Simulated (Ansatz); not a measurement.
GaN in the wurtzite structure was put through Ansatz (plane waves). The geometry is the r2SCAN minimum.

The cell given to it:
```cif
data_structure
_symmetry_space_group_name_H-M 'P 1'
_symmetry_Int_Tables_number 1
_cell_length_a 3.1831
_cell_length_b 3.1831
_cell_length_c 5.1836
_cell_angle_alpha 90.000
_cell_angle_beta 90.000
_cell_angle_gamma 120.000
_cell_volume 45.49
loop_
_atom_site_label
_atom_site_type_symbol
_atom_site_fract_x
_atom_site_fract_y
_atom_site_fract_z
_atom_site_occupancy
Ga1 Ga 0.33333 0.66667 0.99911 1
Ga2 Ga 0.66667 0.33333 0.49911 1
N1 N 0.33333 0.66667 0.37589 1
N2 N 0.66667 0.33333 0.87589 1
```

The output, standing remarks left out:
```
scf.n_extra_bands = 5 over 18 filled bands (N_el = 36.0): the run solves 23 bands
Pseudopotential: Ga, paw, valence charge 13, recommended cutoff 500 eV (meta_gga)
Pseudopotential: N, paw, valence charge 5, recommended cutoff 500 eV (meta_gga)
Functional definition: r2SCAN0
Crystal: 4 atoms, lattice volume = 45.486 Å³
Basis set: ecut = 500 eV, 1129 PW (Γ)
Bands: 23, of which v1, the nominal top of the filled ones, is band 18 counted from 1 (17 counted from 0)
Symmetry: 12 space group operations
Space group: P63mc (ITA 186)
k-points: 21 of 144 (time reversal used)
preconditioner: auto → none  [insulator: Δε(μ)=4.109 eV  ℏωp=33.0 eV]
hybrid outer 1: dexx = +1.257e-2 eV, tail = 4.36e-5 eV
hybrid outer 2: dexx = +7.596e-7 eV, tail = 1.52e-8 eV, Δε = 3.34e-3 eV, ΔF = 3.85e-4 eV/Å
hybrid SCF converged: 2 outer / 12 inner (+5 warm-up)
Free energy (F): -8350.049469 eV
Fermi energy:    8.377590 eV
--- Forces (eV/Å), atoms counted from 1 ---
  atom   1  Ga      0.00000      0.00000    -0.01667
  atom   2  Ga      0.00000      0.00000    -0.01667
  atom   3  N       0.00000      0.00000      0.01664
  atom   4  N       0.00000      0.00000      0.01664
--- Stress (GPa, compression-positive) ---
       -3.545001       0.000000       0.000000
        0.000000      -3.545001       0.000000
        0.000000       0.000000      -3.960362
  P = ⅓ Tr σ = -3.6835 GPa (-36.835 kbar)
--- Band table (eV; the first three rows and the last of 21) ---
  k-point 0: bands = […, 0.6788, 7.2305, 7.2305, 8.3518, 8.3776, 8.3776, 12.5607, 15.1964, 20.6095, 21.0856, …]
  k-point 1: bands = […, 1.7820, 6.7932, 7.3901, 7.3901, 8.2002, 8.2002, 13.7941, 15.3080, 20.1395, 20.7748, …]
  k-point 2: bands = […, 4.1742, 4.1742, 7.7865, 7.7865, 7.7865, 7.7865, 15.1411, 15.1411, 19.6945, 19.6945, …]
  k-point 20: bands = […, 1.7077, 1.7077, 3.7595, 3.7595, 6.7597, 6.7597, 17.4233, 17.4233, 18.2066, 18.2066, …]
```

Levels at the listed points, from bands.tsv (eV from the Fermi energy, bands near the gap, counted from 0):
```tsv
# k_distance	band_13	band_14	band_15	band_16	band_17	band_18	band_19	band_20	band_21
# fermi_ev = 8.377590
# [0, 0, 0] at k_distance = 0.000000
# [0.5, 0, 0] at k_distance = 1.139626
# [0.3333333333, 0.3333333333, 0] at k_distance = 1.797589
# [0, 0, 0.5] at k_distance = 3.246372
# [0.5, 0, 0.5] at k_distance = 4.385997
# [0.3333333333, 0.3333333333, 0.5] at k_distance = 5.043961
# levels_relative_to = fermi_ev
0.000	-1.147	-1.147	-0.026	0.000	0.000	4.183	6.819	12.232	12.708
1.140	-5.755	-4.594	-3.025	-2.390	-1.105	7.444	8.092	8.530	11.748
1.798	-5.750	-5.750	-3.269	-3.269	-3.026	7.347	10.882	10.882	11.128
3.246	-4.203	-0.591	-0.591	-0.591	-0.591	6.764	6.764	11.317	11.317
4.386	-7.198	-2.145	-2.145	-2.079	-2.079	6.743	6.743	10.534	10.534
5.044	-6.670	-4.618	-4.618	-1.618	-1.618	9.046	9.046	9.829	9.829
```
In order the rows are Γ, M, K, A, L, H.

Q: Which of these blocks stood in the input: relax, gw, phonons, dielectric, magnetization (spin_orbit)?

A: None of them. A single point prints forces and stress when the output block asks for them.

Q: Which k mesh was typed?

A: 6×6×4, Γ-centred.

Q: How were the bands filled?

A: Fixed occupations.

Command: `ansatz run input.yaml --threads 4 --pin off --max-ram 7372MiB --backend cpu --events-out ev --progress --plain --runs-dir out`. It took 45 s on 4 threads of Arm Neoverse V1 (shared host); peak host memory 1.6 GiB.

The values are computed, spin-unpolarised, and not measurements.

The stress of a hybrid is loosely converged in these runs.

The meshes of the hybrids are coarse, so their gaps aren't converged to the digits shown.
